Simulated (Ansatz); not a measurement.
GaN under changes of volume

One of the cells (11.310 Å³/atom); the others are scaled copies at fixed shape and fractional positions:

```xyz
4
Lattice="3.1800 0.0000 0.0000 -1.5900 2.7540 0.0000 0.0000 0.0000 5.1660" Properties=species:S:1:pos:R:3 pbc="T T T"
Ga    1.5900    0.9180    2.5830
Ga    0.0000    1.8360    0.0000
N     1.5900    0.9180    4.5203
N     0.0000    1.8360    1.9373
```

- Program: Ansatz 0.2.0
- Functional: r2SCAN
- Dispersion: rVV10
- Potentials or basis: Ansatz PAW
- Cutoff: 500 eV (not typed: the program's choice for these potentials)
- k mesh: 10 × 10 × 5
- Occupations: fermi-dirac, width 0.05 eV
- Spin: no spin polarisation

| volume (Å³/atom) | energy over the lowest point (meV/atom) | pressure (GPa) | gap on the mesh (eV) | largest force (eV/Å) |
| --- | --- | --- | --- | --- |
| 10.632 | 27.57 | 13.9 | 2.78 | 0.159 |
| 10.858 | 11.63 | 8.7 | 2.63 | 0.153 |
| 11.084 | 2.67 | 4.0 | 2.49 | 0.146 |
| 11.310 | 0.00 | -0.2 | 2.34 | 0.140 |
| 11.537 | 2.97 | -4.0 | 2.21 | 0.134 |
| 11.763 | 11.01 | -7.4 | 2.07 | 0.129 |
| 11.989 | ? | ? | ? | ? |

What does the run at 11.989 Å³/atom give?

Energy over the lowest point 23.63 meV/atom; pressure -10.4 GPa; gap on the mesh 1.94 eV; largest force 0.123 eV/Å.

Worked out: A Birch-Murnaghan fit of order 3 (a polynomial in V^(-2/3)) to the other rows has its minimum at 11.30 Å³/atom with B0 = V·E''(V) = 200 GPa and B' = 4.4 at fixed shape and positions, which overstates the stiffness. It gives 23.59 meV/atom at 11.989 Å³/atom, against the run's 23.63, and -dE/dV = -10.4 GPa, against -10.4. A straight line through the other rows of the gap, of slope -7.01 eV per unit of ln V (its deformation potential), extrapolates to 1.94 eV, against the run's 1.94.

Energies are extrapolated to zero smearing.

Caveats: odd divisions of the mesh miss points on the zone boundary, where band edges often lie, so the gap on the mesh can be too wide; the PAW data sets come from PBE, with cores solved anew for the run's functional, which leaves a small shift of forces and pressure.

Spin-orbit coupling on Ga is left out.
